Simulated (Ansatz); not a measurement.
# SiC (P6_3mc), random displacements

All numbers below come from DFT PBE, scalar-relativistic, plane waves, PAW in Ansatz 0.2.0. Cutoff 420 eV, Γ-centred 12×12×6 k-points, Gaussian smearing of 0.05 eV. No spin polarisation. Energies are free energies at this smearing, counted from the undisturbed cell; pressure is positive in compression.

The undisturbed cell (as given, not relaxed at this level):

```xyz
4
Lattice="3.0760 0.0000 0.0000 -1.5380 2.6639 0.0000 0.0000 0.0000 5.0480" Properties=species:S:1:pos:R:3 pbc="T T T"
Si    0.0000    1.7759    0.0000
Si    1.5380    0.8880    2.5240
C     0.0000    1.7759    1.9435
C     1.5380    0.8880    4.4675
```

The atoms are displaced (Å, in the unstrained cell):

```csv
atom,ux,uy,uz
Si1,-0.135,0.031,0.221
Si2,0.319,-0.340,-0.034
C3,-0.398,0.352,0.231
C4,0.215,-0.042,-0.418
```

Strain (Voigt, engineering shear): (-0.0061, -0.0026, -0.0002, 0.0339, 0.0003, -0.0514).

(1) What are the energy change, the stress and the forces?

Results:

(1) ΔE = 2874.3 meV/atom; stress (xx, yy, zz, yz, xz, xy; compression positive) (58.71, 128.82, 43.85, 33.09, 20.97, 82.47) GPa.
| atom | Fx (eV/Å) | Fy | Fz |
| --- | --- | --- | --- |
| Si1 | 0.06 | 1.20 | -4.03 |
| Si2 | 17.79 | 26.10 | 5.72 |
| C3 | -17.29 | -27.70 | -15.11 |
| C4 | -0.56 | 0.41 | 13.42 |

Cost: 1 run of about 0.17 core-minutes, on Intel Xeon 6975P-C (Granite Rapids) (shared hosts).